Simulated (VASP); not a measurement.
A run of VASP 6.6.1 is set up as follows.

The input INCAR:

```
SYSTEM = H2C11O
ALGO = Fast
DIPOL = 0.5 0.5 0.452
EDIFF = 1E-7
ENCUT = 520
GGA = RP
IDIPOL = 3
ISIF = 2
ISMEAR = 0
LASPH = .TRUE.
LCHARG = .TRUE.
LDIPOL = .TRUE.
LELF = .TRUE.
LREAL = Auto
LVACPOTAV = .TRUE.
LVHAR = .TRUE.
LWAVE = .FALSE.
NBANDS = 72
NELM = 100
PREC = Accurate
SIGMA = 0.05
```

Contents of KPOINTS:

```
k-points
0
G
  5 10 1
  0 0 0
```

Contents of POSCAR:

```
H2C11O
1.0
    5.0750765036      0.0000000000      0.0000000000
    0.0000000000      2.5375382518      0.0000000000
    0.0000000000      0.0000000000     29.4297885269
H C O
4 22 2
Direct
    0.2500000000      0.1331838547      0.2888230064
    0.2500000000      0.8668161453      0.2888230064
    0.7500000000      0.8668161453      0.2888230064
    0.7500000000      0.1331838547      0.2888230064
    0.2500000000      0.5000000000      0.3111893241
    0.7500000000      0.5000000000      0.3111893241
    0.5000000000      0.5000000000      0.3416739214
    0.0000000000      0.5000000000      0.3416739214
    0.5000000000      0.0000000000      0.3721585187
    0.0000000000      0.0000000000      0.3721585187
    0.7500000000      0.0000000000      0.4026431161
    0.2500000000      0.0000000000      0.4026431161
    0.7500000000      0.5000000000      0.4331277134
    0.2500000000      0.5000000000      0.4331277134
    0.0000054870      0.5000000000      0.4636112824
    0.4999945130      0.5000000000      0.4636112824
   -0.0000055368      0.0000000000      0.4940909185
    0.5000055368      0.0000000000      0.4940909185
    0.2500000000      0.0000000000      0.5246032669
    0.7500000000      0.0000000000      0.5245897246
    0.2500000000      0.5000000000      0.5550239741
    0.7500000000      0.5000000000      0.5550043003
    0.5000385885      0.5000000000      0.5858094310
   -0.0000385885      0.5000000000      0.5858094310
    0.5000566345      0.0000000000      0.6157048831
    0.9999433655      0.0000000000      0.6157048831
    1.0000828197      0.0000000000      0.6563579978
    0.4999171803      0.0000000000      0.6563579978
```

Potentials or basis: VASP PAW PBE potentials, release 64 (H, C, O).

Launch:

```sh
$ cat potpaw_PBE.64/H/POTCAR potpaw_PBE.64/C/POTCAR potpaw_PBE.64/O/POTCAR > POTCAR
$ mpirun -np 1 vasp_std > vasp.out
```

Q: Predict the largest force.

A: 11.701 eV/Å.

Q: Estimate the band gap on the k mesh.

A: 0.24 eV.

Q: Estimate the ionisation potential of the upper face.

A: 7.65 eV.

Forces on the atoms (eV/Å):
```
H     0.000  11.689   0.526
H     0.000 -11.689   0.526
H     0.000 -11.689   0.526
H     0.000  11.689   0.526
C     0.000   0.000   0.178
C     0.000   0.000   0.178
C     0.000   0.000  -1.307
C     0.000   0.000  -1.307
C     0.000   0.000   0.078
C     0.000   0.000   0.078
C     0.000   0.000  -0.018
C     0.000   0.000  -0.018
C     0.000   0.000   0.007
C     0.000   0.000   0.007
C    -0.002   0.000   0.004
C     0.002   0.000   0.004
C     0.003   0.000   0.004
C    -0.003   0.000   0.004
C     0.000   0.000  -0.006
C     0.000   0.000  -0.002
C     0.000   0.000  -0.005
C     0.000   0.000   0.004
C     0.001   0.000  -0.005
C    -0.001   0.000  -0.005
C    -0.002   0.000  -0.593
C     0.002   0.000  -0.593
O    -0.002   0.000   0.605
O     0.002   0.000   0.605
```

Caveat: the standard files for N, O and F lose accuracy on very short bonds; the PAW data sets were made with another functional, which shifts forces and pressure a little.
